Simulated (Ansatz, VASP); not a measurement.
## AlGaN2: VASP beside Ansatz

```
CELL_PARAMETERS angstrom
3.14088 0.00000 0.00000
0.00000 3.14088 0.00000
0.00000 0.00000 4.42384
ATOMIC_POSITIONS crystal
Al 0.50000 0.50000 0.50000
Ga 0.00000 0.00000 0.00000
N 0.50000 0.00000 0.73826
N 0.00000 0.50000 0.26174
```

The cell comes from a database or a generator and needn't be the stable form of this composition.

Alike in both runs: task relaxation of cell and atoms; functional r2SCAN; k mesh 8 × 8 × 6; occupations gaussian, width 0.02 eV; no spin polarisation.

|  | VASP | Ansatz |
| --- | --- | --- |
| version | VASP 6.6.1 | Ansatz 0.2.0 |
| potentials or method | VASP PAW PBE potentials, release 64 (Al, Ga_d, N) | scalar-relativistic, plane waves, PAW |
| plane-wave cutoff (eV) | 600 | 500 |
| valence electrons in the cell | 26 | 26 |

```csv
,VASP,Ansatz,Ansatz less VASP
"gap on the k mesh at the Fermi level, each at its own relaxed structure (eV)",3.36,3.37,+0.009
relaxed volume (Å³/atom),10.91,10.89,-0.020
relaxed cell length with the largest relative difference (Å),3.141,3.139,-0.0024
```

Caveats: the relaxation stopped at its first step, so nothing moved; the PAW data sets were made with another functional, which shifts forces and pressure a little (VASP). A k mesh can miss the band edges. r2SCAN opens gaps a little over a GGA but as a rule still falls short of measured ones.
